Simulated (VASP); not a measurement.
# Ga3Sb (Fm-3m) in VASP: settings compared

The runs below take Ga3Sb through relaxation of cell and atoms, single point, with PBE, r2SCAN.

Everything below comes from runs of VASP 6.6.1. Logs are shortened: lines on timing, memory, paths and dates and some standing lists are left out, and cuts for length are marked.

## (1) The crystal as given

Symmetry: Fm-3m, No. 225, cubic system. Conventional cell: a = 7.034 Å, b = 7.034 Å, c = 7.034 Å, α = 90.00°, β = 90.00°, γ = 90.00°. Ga (site symmetry -43m) has 4 Ga at 3.05 Å and 4 Sb at 3.05 Å as nearest neighbours. Ga (site symmetry m-3m) is surrounded by 8 Ga at 3.05 Å. Around Sb (site symmetry m-3m) lie 8 Ga at 3.05 Å.

The cell was built by a generator and needn't be a form met in nature.

## (2) Relaxation of cell and atoms, PBE

File INCAR:

```
  ALGO = Normal
  EDIFF = 1E-6
  EDIFFG = -0.01
  ENCUT = 520
  GGA = PE
  IBRION = 2
  ISIF = 3
  ISMEAR = 0
  KPAR = 2
  LASPH = True
  LCHARG = False
  LREAL = False
  LWAVE = False
  NELM = 120
  NSW = 90
  PREC = Accurate
  SIGMA = 0.1
```

File KPOINTS:

```
k-points
0
Gamma
  8 8 8
```

File POSCAR:

```
Ga3Sb
1.0
    0.0000000000      3.5170000000      3.5170000000
    3.5170000000      0.0000000000      3.5170000000
    3.5170000000      3.5170000000      0.0000000000
Ga Sb
3 1
Direct
    0.2500000000      0.2500000000      0.2500000000
    0.7500000000      0.7500000000      0.7500000000
    0.5000000000      0.5000000000      0.5000000000
    0.0000000000      0.0000000000      0.0000000000
```

Potentials or basis: VASP PAW PBE potentials, release 64 (Ga_d, Sb).

Started as:

```console
> cat potpaw_PBE.64/Ga_d/POTCAR potpaw_PBE.64/Sb/POTCAR > POTCAR
> mpirun -np 2 vasp_std > vasp.out
```

OUTCAR:

```text
EDIFF = 1E-6
   EDIFFG = -0.01
   ENCUT = 520
   GGA = PE
   IBRION = 2
   ISIF = 3
   ISMEAR = 0
   LASPH = True
   LREAL = False
   NELM = 120
   NSW = 90
   PREC = Accurate

 ion  position               nearest neighbor table
   1  0.250  0.250  0.250-   4 3.05   4 3.05   4 3.05   4 3.05
   2  0.750  0.750  0.750-   4 3.05   4 3.05   4 3.05   4 3.05
   3  0.500  0.500  0.500-
   4  0.000  0.000  0.000-   1 3.05   2 3.05   2 3.05   2 3.05   2 3.05   1 3.05   1 3.05   1 3.05

  LATTYP: Found a face centered cubic cell.
 ALAT       =     7.0340000000

  Lattice vectors:

 A1 = (   0.0000000000,   3.5170000000,   3.5170000000)
 A2 = (   3.5170000000,   0.0000000000,   3.5170000000)
 A3 = (   3.5170000000,   3.5170000000,   0.0000000000)

Analysis of symmetry for initial positions (statically):
=====================================================================
 Subroutine PRICEL returns:
 Original cell was already a primitive cell.

 Routine SETGRP: Setting up the symmetry group for a
 face centered cubic supercell.

 Subroutine GETGRP returns: Found 48 space group operations
 (whereof 48 operations were pure point group operations)
 out of a pool of 48 trial point group operations.

The static configuration has the point symmetry O_h .

Analysis of symmetry for dynamics (positions and initial velocities):
=====================================================================
 Subroutine PRICEL returns:
 Original cell was already a primitive cell.

 Routine SETGRP: Setting up the symmetry group for a
 face centered cubic supercell.

 Subroutine GETGRP returns: Found 48 space group operations
 (whereof 48 operations were pure point group operations)
 out of a pool of 48 trial point group operations.

The dynamic configuration has the point symmetry O_h .

 Subroutine INISYM returns: Found 48 space group operations
 (whereof 48 operations are pure point group operations),
 and found     1 'primitive' translations

----------------------------------------------------------------------------------------

                                     Primitive cell

  volume of cell :      87.0056

  direct lattice vectors                    reciprocal lattice vectors
     0.000000000  3.517000000  3.517000000    -0.142166619  0.142166619  0.142166619
     3.517000000  0.000000000  3.517000000     0.142166619 -0.142166619  0.142166619
     3.517000000  3.517000000  0.000000000     0.142166619  0.142166619 -0.142166619

  length of vectors
     4.973789099  4.973789099  4.973789099     0.246239808  0.246239808  0.246239808

  position of ions in fractional coordinates (direct lattice)
     0.250000000  0.250000000  0.250000000
     0.750000000  0.750000000  0.750000000
     0.500000000  0.500000000  0.500000000
     0.000000000  0.000000000  0.000000000

  ion indices of the primitive-cell ions
   primitive index   ion index
                 1           1
                 2           2
                 3           3
                 4           4

----------------------------------------------------------------------------------------

 KPOINTS: k-points

Automatic generation of k-mesh.
 Grid dimensions read from file:
 generate k-points for:    8    8    8

 Generating k-lattice:

  Cartesian coordinates                     Fractional coordinates (reciprocal lattice)
    -0.017770827  0.017770827  0.017770827     0.125000000  0.000000000  0.000000000
     0.017770827 -0.017770827  0.017770827     0.000000000  0.125000000  0.000000000
     0.017770827  0.017770827 -0.017770827     0.000000000  0.000000000  0.125000000

  Length of vectors
     0.030779976  0.030779976  0.030779976

  Shift w.r.t. Gamma in fractional coordinates (k-lattice)
     0.000000000  0.000000000  0.000000000

 Subroutine IBZKPT returns following result:
 ===========================================

 Found     29 irreducible k-points:

 Following reciprocal coordinates:
            Coordinates               Weight
  0.000000  0.000000  0.000000      1.000000
  0.125000  0.000000  0.000000      8.000000
  0.250000  0.000000  0.000000      8.000000
  0.375000  0.000000  0.000000      8.000000
  0.500000  0.000000  0.000000      4.000000
  0.125000  0.125000  0.000000      6.000000
[... 16 lines left out ...]
  0.500000  0.250000  0.125000     48.000000
 -0.375000  0.250000  0.125000     24.000000
 [... further k-points ...]
   k-points           NKPTS =     29   k-points in BZ     NKDIM =     29   number of bands    NBANDS=     26
   number of dos      NEDOS =    301   number of ions     NIONS =      4
   total plane-waves  NPLWV =  64000
   dimension x,y,z NGX =    40 NGY =   40 NGZ =   40
   dimension x,y,z NGXF=    80 NGYF=   80 NGZF=   80
   ions per type =               3   1
   NGX,Y,Z   is equivalent  to a cutoff of  13.37, 13.37, 13.37 a.u.
   NGXF,Y,Z  is equivalent  to a cutoff of  26.74, 26.74, 26.74 a.u.
 SYSTEM =  unknown system
   PREC   = accura    normal or accurate (medium, high low for compatibility)
   ISTART =      0    job   : 0-new  1-cont  2-samecut
   ICHARG =      2    charge: 1-file 2-atom 10-const
   ISPIN  =      1    spin polarized calculation?
   LNONCOLLINEAR =      F non collinear calculations
   LSORBIT =      F    spin-orbit coupling
   LASPH  =      T    aspherical Exc in radial PAW
   ENCUT  =  520.0 eV  38.22 Ry    6.18 a.u.   9.25  9.25  9.25*2*pi/ulx,y,z
   NELM   =    120;   NELMIN=  2; NELMDL= -5     # of ELM steps
   EDIFF  = 0.1E-05   stopping-criterion for ELM
   LREAL  =      F    real-space projection
   EDIFFG = -.1E-01   stopping-criterion for IOM
   NSW    =     90    number of steps for IOM
   IBRION =      2    ionic relax: 0-MD 1-quasi-New 2-CG
   NFREE  =      1    steps in history (QN), initial steepest desc. (CG)
   ISIF   =      3    stress and relaxation
   ISYM   =      2    0-nonsym 1-usesym 2-fastsym
   POTIM  = 0.5000    time-step for ionic-motion
   TEBEG  =    0.0;   TEEND  =   0.0 temperature during run
   PSTRESS=    0.0 pullay stress
   NELECT =      44.0000    total number of electrons
   NUPDOWN=      -1.0000    fix difference up-down
   EMIN   =  10.00;   EMAX   =-10.00  energy-range for DOS
   EFERMI =   0.00;   METHOD = LEGACY
   ISMEAR =     0;   SIGMA  =   0.10  broadening in eV -4-tet -1-fermi 0-gaus
   EFERMI_NEDOS =   21; number of points for ismear=-14 and -15
   IALGO  =     38    algorithm
   IMIX   =      4    mixing-type and parameters
     AMIX     =   0.40;   BMIX     =  1.00
     AMIX_MAG =   1.60;   BMIX_MAG =  1.00
  volume/ion in A,a.u.               =      21.75       146.79
  Fermi-wavevector in a.u.,A,eV,Ry     =   1.304298  2.464765 23.146125  1.701192
  Thomas-Fermi vector in A             =   2.435243
   LORBIT       =      0    0 simple, 1 ext, 2 COOP (PROOUT), +10 PAW based schemes
   GGA     = PE    functional components
   LHFCALC =     F    Hartree Fock is set to
   AEXX    =    0.0000 exact exchange contribution
   IVDW    =     0    specifies the selected vdW correction
   LEPSILON=     F    determine dielectric tensor
   LRPA    =     F    only Hartree local field effects (RPA)
 conjugate gradient relaxation of ions
 non-spin polarized calculation
 Gauss-broadening in eV      SIGMA  =   0.10
  energy-cutoff  :      520.00
  volume of cell :       87.01
 maximum number of plane-waves:      2397
 NGX is ok and might be reduce to    40
   NGX = 19   NGY = 19   NGZ = 19

--------------------------------------- Ionic step        1  -------------------------------------------

 number of electron      44.0000026 magnetization

 Free energy of the ion-electron system (eV)
  ---------------------------------------------------
  ext. energy  EPLUGINS =         0.00000000
  ---------------------------------------------------
  free energy    TOTEN  =       -12.58226664 eV

  energy without entropy =      -12.57152966  energy(sigma->0) =      -12.57689815

------------------------ aborting loop because EDIFF is reached ----------------------------------------

  FORCE on cell =-STRESS in cart. coord.  units (eV):
  Direction    XX          YY          ZZ          XY          YZ          ZX
  --------------------------------------------------------------------------------------
  -------------------------------------------------------------------------------------
  Total        0.0467063      0.0467063      0.0467063      0.0000000      0.0000000      0.0000000
  in kB        0.8600810      0.8600810      0.8600810      0.0000000      0.0000000      0.0000000
  external PRESSURE =       0.8600810 kB  Pullay stress =       0.0000000 kB
[... 99 lines left out ...]
  energy  without entropy=      -12.5715605350  energy(sigma->0) =      -12.57691778

--------------------------------------- Ionic step        4  -------------------------------------------

 number of electron      44.0000028 magnetization

 Free energy of the ion-electron system (eV)
  ---------------------------------------------------
  ext. energy  EPLUGINS =         0.00000000
  ---------------------------------------------------
  free energy    TOTEN  =       -12.58241909 eV

  energy without entropy =      -12.57169474  energy(sigma->0) =      -12.57705691

 E-fermi :   6.1593     XC(G=0): -10.5486

 val. band max:        6.1409430672   @ k =   0.3750   0.1250   0.0000
 cond. band min:       6.1651086311   @ k =   0.3750   0.1250   0.0000
 fundamental gap:      0.0241655639
 Fermi energy:         6.1592667318

 k-point     1 :       0.0000    0.0000    0.0000
  band No.  band energies     occupation
      1      -8.8191      2.00000
      2      -8.8191      2.00000
      3      -8.7992      2.00000
      4      -8.7991      2.00000
      5      -8.7991      2.00000
      6      -8.7589      2.00000
[... 685 lines left out ...]
     25       7.5308      0.00000
     26      10.0013      0.00000

 [... further k-points ...]

------------------------ aborting loop because EDIFF is reached ----------------------------------------

  FORCE on cell =-STRESS in cart. coord.  units (eV):
  Direction    XX          YY          ZZ          XY          YZ          ZX
  --------------------------------------------------------------------------------------
  -------------------------------------------------------------------------------------
  Total       -0.0170523     -0.0170523     -0.0170523      0.0000000     -0.0000000      0.0000000
  in kB       -0.3129113     -0.3129113     -0.3129113      0.0000000     -0.0000000      0.0000000
  external PRESSURE =      -0.3129113 kB  Pullay stress =       0.0000000 kB
[... 19 lines left out ...]
  FREE ENERGIE OF THE ION-ELECTRON SYSTEM (eV)
  ---------------------------------------------------
  free  energy   TOTEN  =       -12.5824190876 eV

  energy  without entropy=      -12.5716947402  energy(sigma->0) =      -12.57705691

 reached required accuracy - stopping structural energy minimisation
```

Run time: 70 s. Hardware: 2 MPI ranks of Intel Xeon Platinum 8559C (Emerald Rapids), shared host; peak memory 0.27 GiB.

What came out:

```
Free energy                            : -12.5824 eV
Relaxed volume                         : 21.83 Å³/atom
Relaxed cell                           : a = 4.980 Å, b = 4.980 Å, c = 4.980 Å, α = 60.00°, β = 60.00°, γ = 60.00°
Space group after relaxing (to 0.05 Å) : Fm-3m (No. 225)
Energy gained by relaxing              : 0.0 meV/atom
Ionic steps                            : 4
Pressure after relaxing                : 0.0 GPa
Band gap on the k mesh                 : none (metal or under the smearing width)
```

Step by step:
```
step  energy change (eV)  largest force (eV/Å)  pressure (GPa)  volume (Å³)
   1              0.0000                0.0000            0.09        87.01
   2             -0.0001                0.0000            0.09        87.15
   3              0.0000                0.0000           -0.15        87.60
   4             -0.0002                0.0000           -0.03        87.31
```

Final structure:
```
Ga Sb
1.0
     0.00000    3.52112    3.52112
     3.52112    0.00000    3.52112
     3.52112    3.52112    0.00000
Ga Sb
3 1
Direct
  0.25000 0.25000 0.25000
  0.75000 0.75000 0.75000
  0.50000 0.50000 0.50000
  0.00000 0.00000 0.00000
```

## (3) Relaxation of cell and atoms, PBE

This run uses another cell than the first one, of 21.83 Å³/atom, 1.004 times its volume.

File INCAR:

```
  ALGO = Normal
  EDIFF = 1E-7
  EDIFFG = -0.005
  ENCUT = 520
  GGA = PE
  IBRION = 2
  ISIF = 3
  ISMEAR = 0
  KPAR = 2
  LASPH = True
  LCHARG = False
  LREAL = False
  LWAVE = False
  NELM = 120
  NSW = 60
  POTIM = 0.3
  PREC = Accurate
  SIGMA = 0.1
```

KPOINTS is that of step 2.

File POSCAR:

```
Ga3Sb                                   
1.0
    0.0000000000      3.5211215672      3.5211215672
    3.5211215672      0.0000000000      3.5211215672
    3.5211215672      3.5211215672      0.0000000000
  Ga              Sb            
     3     1
Direct
     0.2500000000000000    0.2500000000000000    0.2500000000000000
     0.7500000000000000    0.7500000000000000    0.7500000000000000
     0.5000000000000000    0.5000000000000000    0.5000000000000000
     0.0000000000000000    0.0000000000000000    0.0000000000000000
```

Potentials or basis: VASP PAW PBE potentials, release 64 (Ga_d, Sb).

Started as:

```console
> cat potpaw_PBE.64/Ga_d/POTCAR potpaw_PBE.64/Sb/POTCAR > POTCAR
> mpirun -np 2 vasp_std > vasp.out
```

OUTCAR:

```text
EDIFF = 1E-7
   EDIFFG = -0.005
   ENCUT = 520
   GGA = PE
   IBRION = 2
   ISIF = 3
   ISMEAR = 0
   LASPH = True
   LREAL = False
   NELM = 120
   NSW = 60
   POTIM = 0.3
   PREC = Accurate

 ion  position               nearest neighbor table
   1  0.250  0.250  0.250-   4 3.05   4 3.05   4 3.05   4 3.05
   2  0.750  0.750  0.750-   4 3.05   4 3.05   4 3.05   4 3.05
   3  0.500  0.500  0.500-
   4  0.000  0.000  0.000-   2 3.05   2 3.05   2 3.05   1 3.05   2 3.05   1 3.05   1 3.05   1 3.05

[... 899 lines left out ...]
  --------------------------------------------------------------------------------------
  -------------------------------------------------------------------------------------
  Total       -0.0161047     -0.0161047     -0.0161047     -0.0000000      0.0000000      0.0000000
  in kB       -0.2955214     -0.2955214     -0.2955214     -0.0000000      0.0000000      0.0000000
  external PRESSURE =      -0.2955214 kB  Pullay stress =       0.0000000 kB

 VOLUME and BASIS-vectors are now :
 -----------------------------------------------------------------------------
  energy-cutoff  :      520.00
  volume of cell :       87.31
      direct lattice vectors                 reciprocal lattice vectors
     0.000000000  3.521121567  3.521121567    -0.142000209  0.142000209  0.142000209
     3.521121567  0.000000000  3.521121567     0.142000209 -0.142000209  0.142000209
     3.521121567  3.521121567  0.000000000     0.142000209  0.142000209 -0.142000209

 POSITION                                       TOTAL-FORCE (eV/Angst)
 -----------------------------------------------------------------------------------
      1.76056      1.76056      1.76056        -0.000000     -0.000000     -0.000000
      5.28168      5.28168      5.28168         0.000000      0.000000      0.000000
      3.52112      3.52112      3.52112        -0.000000     -0.000000     -0.000000
      0.00000      0.00000      0.00000        -0.000000     -0.000000     -0.000000
 -----------------------------------------------------------------------------------
    total drift:                               -0.000000     -0.000000      0.000000

  FREE ENERGIE OF THE ION-ELECTRON SYSTEM (eV)
  ---------------------------------------------------
  free  energy   TOTEN  =       -12.5824273983 eV

  energy  without entropy=      -12.5717035315  energy(sigma->0) =      -12.57706546

 reached required accuracy - stopping structural energy minimisation
```

CONTCAR:

```text
Ga3Sb
   1.00000000000000
     0.0000000000000000    3.5211215671999998    3.5211215671999998
     3.5211215671999998    0.0000000000000000    3.5211215671999998
     3.5211215671999998    3.5211215671999998    0.0000000000000000
  Ga              Sb
     3     1
Direct
     0.2500000000000000    0.2500000000000000    0.2500000000000000
     0.7500000000000000    0.7500000000000000    0.7500000000000000
     0.5000000000000000    0.5000000000000000    0.5000000000000000
     0.0000000000000000    0.0000000000000000    0.0000000000000000

  0.00000000E+00  0.00000000E+00  0.00000000E+00
  0.00000000E+00  0.00000000E+00  0.00000000E+00
  0.00000000E+00  0.00000000E+00  0.00000000E+00
  0.00000000E+00  0.00000000E+00  0.00000000E+00
```

It took 33 s on 2 MPI ranks of Intel Xeon Platinum 8559C (Emerald Rapids), shared host; peak memory 0.25 GiB.

What came out:

- Free energy: -12.5824 eV
- Pressure after relaxing: 0.0 GPa
- Band gap on the k mesh: none (metal or under the smearing width)

Final structure:
```
CELL_PARAMETERS angstrom
0.00000 3.52112 3.52112
3.52112 0.00000 3.52112
3.52112 3.52112 0.00000
ATOMIC_POSITIONS crystal
Ga 0.25000 0.25000 0.25000
Ga 0.75000 0.75000 0.75000
Ga 0.50000 0.50000 0.50000
Sb 0.00000 0.00000 0.00000
```

Levels at points of the mesh, in eV from the Fermi level:
```csv
k point,band 20,band 21,band 22,band 23,band 24,band 25
"(0.00, 0.00, 0.00)",-1.78,-1.78,-0.47,-0.44,-0.44,-0.44
"(0.50, 0.00, 0.00)",-2.54,-2.54,-1.22,-1.22,1.73,2.64
"(0.50, 0.50, 0.00)",-4.35,-4.35,2.94,3.17,3.17,3.83
```

Caveat: the relaxation stopped at its first step, so nothing moved. Spin-orbit coupling is left out, which matters for the levels of Sb.

## (4) Single point, r2SCAN

This run uses another cell than the first one, of 21.83 Å³/atom, 1.004 times its volume.

File INCAR:

```
SYSTEM = Ga3Sb
PREC = Accurate ; ENCUT = 520
EDIFF = 1E-6 ; ISMEAR = 0
SIGMA = 0.1 ; LREAL = .FALSE.
LASPH = .TRUE. ; NELM = 150
ALGO = Normal ; ISIF = 2
LWAVE = .FALSE. ; LCHARG = .FALSE.
METAGGA = R2SCAN ; LMIXTAU = .TRUE.
KPAR = 2
```

File KPOINTS:

```
regular mesh
0
G
  8 8 8
  0 0 0
```

POSCAR is that of step 3.

Started as:

```console
> cat potpaw_PBE.64/Ga_d/POTCAR potpaw_PBE.64/Sb/POTCAR > POTCAR
> mpirun -np 2 vasp_std > vasp.out
```

Run time: 2.2 min. Hardware: 2 MPI ranks of Intel Xeon Platinum 8559C (Emerald Rapids), shared host; peak memory 0.27 GiB.

It converged, with:

| Item | Value |
| --- | --- |
| Free energy | -59.1332 eV |
| Pressure | -1.7 GPa |
| Band gap on the k mesh | none (metal or under the smearing width) |

Levels at points of the mesh, in eV from the Fermi level:
| k point | band 18 | band 19 | band 20 | band 21 | band 22 | band 23 | band 24 | band 25 | band 26 |
| --- | --- | --- | --- | --- | --- | --- | --- | --- | --- |
| (0.00, 0.00, 0.00) | -3.16 | -1.92 | -1.92 | -1.92 | -0.44 | -0.44 | -0.44 | -0.28 | 0.80 |
| (0.50, 0.00, 0.00) | -4.71 | -3.33 | -2.72 | -2.72 | -1.29 | -1.29 | 1.86 | 2.84 | 4.51 |
| (0.50, 0.50, 0.00) | -5.98 | -5.08 | -4.61 | -4.61 | 3.19 | 3.30 | 3.30 | 4.22 | 4.30 |

Caveat: the PAW data sets were made with another functional, which shifts forces and pressure a little. The run has no spin-orbit coupling, so splittings on Sb are missing.
